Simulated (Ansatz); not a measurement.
**LiF (NiAs type) under strain**

LiF in the NiAs-type structure, relaxed with r2SCAN in the plane-wave code Ansatz. It is hexagonal, P6_3/mmc (No. 194); a = 2.776 Å, c = 4.783 Å in the conventional setting, 7.98 Å³ an atom. Li has 6 F at 2.00 Å; F has 6 Li at 2.00 Å.

The axes x, y and z are those of this cell:
```
CELL_PARAMETERS angstrom
2.77571 0.00000 0.00000
-1.38785 2.40383 0.00000
0.00000 0.00000 4.78269
ATOMIC_POSITIONS crystal
Li 0.00000 0.00000 0.00000
Li 0.00000 0.00000 0.50000
F 0.33333 0.66667 0.25000
F 0.66667 0.33333 0.75000
```

Unstrained: With PBE the gap is 9.215 eV and direct, at Γ. The r2SCAN gap is direct at Γ: 10.186 eV. With HSE06 the gap is 11.535 eV and direct, at Γ. Meshes: PBE 12×12×6, r2SCAN 12×12×6, HSE06 9×9×4. Strains are changes of length per length, and xy shears are angles. After each strain the atoms were relaxed again with r2SCAN within the symmetry that the strain leaves, so tilts or polar shifts that break it weren't tested; points keep the names that they have in the unstrained zone. No spin polarisation. The prototype was imposed, so other structures may be more stable.

Changes of the least gap in eV (an overlap counts as a negative gap):

| strain | volume change (%) | space group | PBE | r2SCAN | HSE06 | energy rise, r2SCAN (meV/atom) |
| --- | --- | --- | --- | --- | --- | --- |
| uniaxial +5.26 % along z | +5.3 | P6_3/mmc | – | -0.652 | -0.665 | 13.4 |
| xy shear, engineering strain (angle) -3.08 % | 0.0 | P2_1/m | – | -0.047 | -0.044 | 1.4 |

Uniaxial +5.26 % along z, other directions held. HSE06: the gap goes from 11.535 to 10.870 eV (-0.665 eV). Stress change with r2SCAN, compression positive: xx -0.27, yy -0.27, zz -9.94 GPa.

Xy shear, engineering strain (angle) -3.08 %. HSE06: the gap goes from 11.535 to 11.491 eV (-0.044 eV). Stress change with r2SCAN, compression positive: xx +0.03, yy +0.14, zz +0.04, xy +1.85 GPa.

The meshes of the hybrids are coarse, so their gaps aren't converged to the digits shown.
